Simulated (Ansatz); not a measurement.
# Band table of HgTe (rocksalt type)

```yaml
crystal:
  lattice:
    - [0.00000, 2.85201, 2.85201]
    - [2.85201, 0.00000, 2.85201]
    - [2.85201, 2.85201, 0.00000]
  atoms:
    - { symbol: Hg, position: [0.00000, 0.00000, 0.00000] }
    - { symbol: Te, position: [0.50000, 0.50000, 0.50000] }
```

The cell comes from a relaxation on PAW files under the same functional, begun from a prototype that needn't be the stable phase.

Level of theory: DFT with PBE, scalar-relativistic, in Ansatz 0.2.0; a Γ-centred 12×12×12 k mesh, Fermi–Dirac smearing of 0.1 eV, no spin polarisation. LAPW: all electrons, basis error target 1 meV/atom.

This run: volume at 0.8 of the series' base cell.

Spin–orbit coupling is left out, which matters for the heavy atoms.

Path points, in fractions of the reciprocal vectors: Γ (0.000, 0.000, 0.000), X (0.500, 0.000, 0.500), U (0.625, 0.250, 0.625), K (0.375, 0.375, 0.750), L (0.500, 0.500, 0.500), W (0.500, 0.250, 0.750). The distance column jumps between branches of the path. Levels in eV from the Fermi level; bands 26 to 39, counted from the lowest band of the run. The gap is zero, the pressure 18.72 GPa.

```
# k(1/Å) point b26 b27 b28 b29 b30 b31 b32 b33 b34 b35 b36 b37 b38 b39
0.000 Γ -13.68 -7.60 -7.60 -7.54 -7.54 -7.54 -1.06 -1.06 -1.06 0.08 7.49 7.88 7.88 7.88
0.138 - -13.61 -7.66 -7.60 -7.55 -7.54 -7.54 -1.71 -1.13 -1.13 0.96 6.87 7.18 7.50 7.50
0.275 - -13.43 -7.82 -7.58 -7.58 -7.51 -7.51 -2.46 -1.33 -1.33 2.27 5.53 6.22 7.28 7.28
0.413 - -13.16 -8.01 -7.62 -7.55 -7.47 -7.47 -3.01 -1.65 -1.65 2.42 5.17 5.69 7.38 7.38
0.551 - -12.83 -8.13 -7.67 -7.52 -7.41 -7.41 -3.37 -2.05 -2.05 0.90 5.27 6.67 7.78 7.78
0.688 - -12.53 -8.04 -7.72 -7.49 -7.32 -7.32 -3.65 -2.46 -2.46 -0.75 4.96 8.41 8.41 8.42
0.826 - -12.32 -7.76 -7.64 -7.47 -7.23 -7.23 -4.04 -2.82 -2.82 -2.11 4.75 9.18 9.18 9.85
0.964 - -12.21 -7.78 -7.45 -7.16 -7.16 -6.92 -4.83 -3.08 -3.08 -2.82 4.62 9.91 9.91 10.65
1.102 X -12.18 -7.79 -7.44 -7.13 -7.13 -6.10 -5.74 -3.17 -3.17 -2.99 4.58 10.25 10.25 10.87
1.150 - -12.17 -7.79 -7.45 -7.14 -7.13 -6.11 -5.73 -3.51 -3.15 -2.64 4.60 10.19 10.21 10.81
1.199 - -12.16 -7.79 -7.47 -7.17 -7.13 -6.12 -5.67 -3.92 -3.08 -2.22 4.66 10.04 10.11 10.63
1.248 - -12.14 -7.79 -7.51 -7.20 -7.14 -6.13 -5.59 -4.31 -2.99 -1.80 4.75 9.80 9.95 10.37
1.296 - -12.11 -7.79 -7.56 -7.25 -7.15 -6.16 -5.49 -4.67 -2.85 -1.40 4.89 9.49 9.76 10.06
1.345 - -12.07 -7.79 -7.62 -7.30 -7.15 -6.21 -5.36 -5.00 -2.68 -1.01 5.06 9.12 9.54 9.73
1.394 - -12.03 -7.79 -7.68 -7.35 -7.16 -6.29 -5.26 -5.21 -2.49 -0.64 5.25 8.73 9.33 9.38
1.442 - -11.99 -7.81 -7.74 -7.41 -7.17 -6.41 -5.45 -5.05 -2.26 -0.29 5.46 8.31 9.03 9.15
1.491 U -11.95 -7.84 -7.80 -7.46 -7.19 -6.56 -5.57 -4.88 -2.02 0.04 5.66 7.88 8.68 9.02
2.166 K -11.95 -7.84 -7.80 -7.46 -7.19 -6.56 -5.57 -4.88 -2.02 0.04 5.66 7.88 8.68 9.02
2.312 - -11.87 -8.05 -7.97 -7.58 -7.23 -6.95 -5.64 -4.30 -1.21 0.90 5.92 6.59 7.69 9.30
2.458 - -11.95 -8.27 -8.07 -7.65 -7.29 -7.12 -5.52 -3.65 -0.36 1.70 5.42 5.54 6.86 9.32
2.604 - -12.25 -8.25 -8.09 -7.68 -7.35 -7.21 -5.23 -2.99 0.32 2.53 4.64 4.90 6.22 8.83
2.750 - -12.66 -8.07 -8.04 -7.67 -7.41 -7.29 -4.74 -2.35 0.46 3.49 4.16 4.60 5.85 8.46
2.896 - -13.07 -7.92 -7.86 -7.63 -7.46 -7.39 -4.01 -1.79 0.05 3.25 4.64 5.34 5.79 8.19
3.042 - -13.40 -7.77 -7.70 -7.59 -7.51 -7.48 -3.04 -1.38 -0.49 2.18 5.89 6.09 6.46 8.01
3.188 - -13.61 -7.65 -7.62 -7.56 -7.53 -7.53 -1.91 -1.14 -0.91 0.97 6.75 7.13 7.60 7.91
3.334 Γ -13.68 -7.60 -7.60 -7.54 -7.54 -7.54 -1.06 -1.06 -1.06 0.08 7.49 7.88 7.88 7.88
3.453 - -13.63 -7.62 -7.62 -7.55 -7.54 -7.54 -1.74 -1.01 -1.01 0.74 6.85 7.61 7.61 7.81
3.572 - -13.49 -7.69 -7.69 -7.58 -7.51 -7.51 -2.78 -0.86 -0.86 1.66 6.05 6.96 6.96 7.63
3.692 - -13.26 -7.79 -7.79 -7.64 -7.46 -7.46 -3.80 -0.64 -0.64 2.42 5.38 6.19 6.19 7.59
3.811 - -12.95 -7.90 -7.90 -7.75 -7.41 -7.41 -4.73 -0.36 -0.36 2.82 4.94 5.44 5.44 7.87
3.930 - -12.59 -8.01 -8.01 -7.93 -7.35 -7.35 -5.49 -0.06 -0.06 2.80 4.75 4.75 4.79 8.52
4.049 - -12.21 -8.20 -8.10 -8.10 -7.30 -7.30 -6.01 0.23 0.23 2.60 4.18 4.18 4.77 9.47
4.169 - -11.89 -8.49 -8.15 -8.15 -7.27 -7.27 -6.29 0.45 0.45 2.41 3.79 3.79 4.76 10.52
4.288 L -11.76 -8.62 -8.17 -8.17 -7.26 -7.26 -6.38 0.54 0.54 2.35 3.64 3.64 4.76 11.14
4.385 - -11.77 -8.59 -8.16 -8.14 -7.26 -7.26 -6.37 0.13 0.38 2.64 3.23 3.86 5.37 10.52
4.483 - -11.78 -8.50 -8.13 -8.05 -7.25 -7.25 -6.35 -0.66 -0.11 2.77 3.02 4.54 6.36 9.87
4.580 - -11.81 -8.36 -8.07 -7.91 -7.25 -7.22 -6.31 -1.50 -0.83 2.54 3.34 5.48 7.25 9.52
4.677 - -11.84 -8.23 -7.97 -7.78 -7.23 -7.12 -6.23 -2.30 -1.66 2.44 3.68 6.45 7.55 9.87
4.775 - -11.86 -8.13 -7.83 -7.69 -7.21 -6.93 -6.08 -3.04 -2.51 2.42 4.04 7.14 7.36 9.84
4.872 - -11.88 -8.06 -7.71 -7.65 -7.18 -6.66 -5.82 -3.69 -3.30 2.43 4.43 7.09 7.22 10.37
4.969 - -11.90 -8.02 -7.65 -7.63 -7.14 -6.39 -5.47 -4.18 -4.00 2.44 4.76 6.91 6.98 11.25
5.067 W -11.90 -8.00 -7.63 -7.63 -7.13 -6.26 -5.20 -4.37 -4.37 2.45 4.91 6.84 6.84 11.76
5.136 - -11.91 -7.98 -7.68 -7.58 -7.13 -6.26 -5.18 -4.61 -4.14 2.12 5.26 6.35 7.39 11.53
5.204 - -11.95 -7.91 -7.71 -7.51 -7.13 -6.24 -5.11 -4.84 -3.92 1.41 5.90 6.03 7.97 11.26
5.273 - -12.00 -7.80 -7.74 -7.44 -7.13 -6.21 -5.07 -4.98 -3.71 0.60 5.51 6.92 8.58 10.99
5.342 - -12.05 -7.76 -7.69 -7.36 -7.13 -6.18 -5.28 -4.78 -3.53 -0.21 5.18 7.84 9.21 10.75
5.411 - -12.10 -7.78 -7.59 -7.28 -7.13 -6.15 -5.46 -4.49 -3.38 -1.00 4.92 8.72 9.83 10.54
5.480 - -12.14 -7.79 -7.51 -7.20 -7.13 -6.13 -5.61 -4.11 -3.26 -1.74 4.73 9.49 10.37 10.38
5.549 - -12.17 -7.79 -7.46 -7.15 -7.13 -6.11 -5.71 -3.64 -3.19 -2.44 4.62 10.04 10.28 10.74
5.618 X -12.18 -7.79 -7.44 -7.13 -7.13 -6.10 -5.74 -3.17 -3.17 -2.99 4.58 10.25 10.25 10.87
```
